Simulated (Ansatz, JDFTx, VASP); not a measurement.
# WC: programs and potentials compared

The starting cell:

```
W C
1.0
     2.90650    0.00000    0.00000
    -1.45325    2.51710    0.00000
     0.00000    0.00000    2.83660
W C
1 1
Direct
  0.00000 0.00000 0.00000
  0.66667 0.33333 0.50000
```

Alike in all runs: task relaxation of cell and atoms; functional LDA; k mesh 10 × 10 × 9; occupations fermi-dirac, width 0.05 eV; no spin polarisation; no spin-orbit coupling. LDA stands for any of its common fits.

| program and potentials | plane-wave cutoff (eV) | notes | equilibrium volume (Å³/atom) |
| --- | --- | --- | --- |
| Ansatz, Ansatz PAW | 420 | potentials made for PBE, which Ansatz adapts in part | 10.13 |
| JDFTx, PseudoDojo-SR-LDA-0.4.1-standard | 1116 | - | 10.11 |
| VASP, LDA PAW files C, W_sv, 600 eV | 600 | - | 10.19 |
| Ansatz, all-electron LAPW, scalar-relativistic | - | - | 10.13 |

The equilibrium volume spans 10.11 (JDFTx, PseudoDojo-SR-LDA-0.4.1-standard) to 10.19 Å³/atom (VASP, LDA PAW files C, W_sv, 600 eV), with all-electron results at 10.13. Relaxations stop with a little pressure left, so the last digit of a volume isn't settled.

Differences between rows come from potentials, basis sets and numerical settings, since the functional is the same but for its coding. Runs on potential files found faulty are left out.
